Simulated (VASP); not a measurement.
Runs of VASP 6.6.1 on AgCl. Symmetry: Pm-3m, No. 221, cubic system. Conventional cell: a = 3.434 Å, b = 3.434 Å, c = 3.434 Å, α = 90.00°, β = 90.00°, γ = 90.00°. Around Ag (site symmetry m-3m) lie 8 Cl at 2.97 Å. Cl (site symmetry m-3m) has 8 Ag at 2.97 Å as nearest neighbours. Measurements of this composition are mostly on another form, of space group No. 225.

| task | level | potentials or basis | spin | U | cell | k mesh | cutoff (eV) | smearing | LDAUTYPE | hund's J | k mesh for the DOS | occupations for the DOS | cutoff of the response function | mesh quality | gap on the mesh (eV) | pressure (GPa) |
| --- | --- | --- | --- | --- | --- | --- | --- | --- | --- | --- | --- | --- | --- | --- | --- | --- |
| single point | PBE | VASP PAW PBE potentials, release 64 (Ag, Cl) | off | - | as given | 8 × 8 × 8 | 500 | gaussian 0.1 eV | - | - | - | - | - | not flagged | 0.57 | -0.2 |
| single point | PBE | VASP PAW PBE potentials, release 64 (Ag, Cl) | off | - | as given | 8 × 8 × 8 | 520 | fermi-dirac 0.05 eV | - | - | - | - | - | not flagged | 0.57 | -0.3 |
| single point | PBE | VASP PAW PBE potentials, release 64 (Ag_GW, Cl_GW) | off | - | as given | 5 × 5 × 5 | 500 | gaussian 0.02 eV | - | - | - | - | - | not flagged | 0.67 | -0.2 |
| single point | r2SCAN-EpsX | VASP PAW PBE potentials, release 64 (Ag, Cl) | off | - | cell strained at random at fixed volume | 4 × 4 × 4 | 500 | fermi-dirac 0.05 eV | - | - | - | - | - | coarse | 2.40 | -1.5 |
| single point | PBE | VASP PAW PBE potentials, release 64 (Ag_GW, Cl_GW) | off | - | as given | 3 × 3 × 3 | 350 | gaussian 0.02 eV | - | - | - | - | - | coarse | (a) | -0.2 |

Fill in the values left out.

(a) 0.81.

Caveats: some runs use coarse meshes; an odd mesh through Γ misses points on the zone boundary, where band edges often lie (some runs); the PAW data sets were made with another functional, which shifts forces and pressure a little (some runs).

A k mesh can miss the band edges, and the runs leave out spin-orbit coupling on Ag.
